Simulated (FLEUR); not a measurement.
Crystal: Ce.

```
Ce
1.0
     0.00000    2.58060    2.58060
     2.58060    0.00000    2.58060
     2.58060    2.58060    0.00000
Ce
1
Cartesian
  0.0000 0.0000 0.0000
```

Base run:

| Item | Value |
| --- | --- |
| Program | FLEUR MaX-R8.1 (later development tree) |
| Functional | BLYP |
| Potentials or basis | all-electron |
| Basis | FLAPW |
| Kmax | 4.1 1/bohr |
| k mesh | 9 × 9 × 9 |
| Occupations | fermi-dirac, width 0.05 eV |
| Spin | collinear spin, ferromagnetic start |
| Starting moments | [1.0] μB |

Its results: net moment 0.70 μB per cell; site moments Ce +0.59 μB.

**Question.** The run is repeated on the same cell with these changes: functional from BLYP to r2SCAN. What comes out?

**Answer.** Net moment 1.36 μB per cell; site moments Ce +1.06 μB.

Caveats: the magnetic or orbital state may not be the lowest; the meta-GGA is that of a development version, with a GGA for the radial functions and cores and without core tails (some runs).
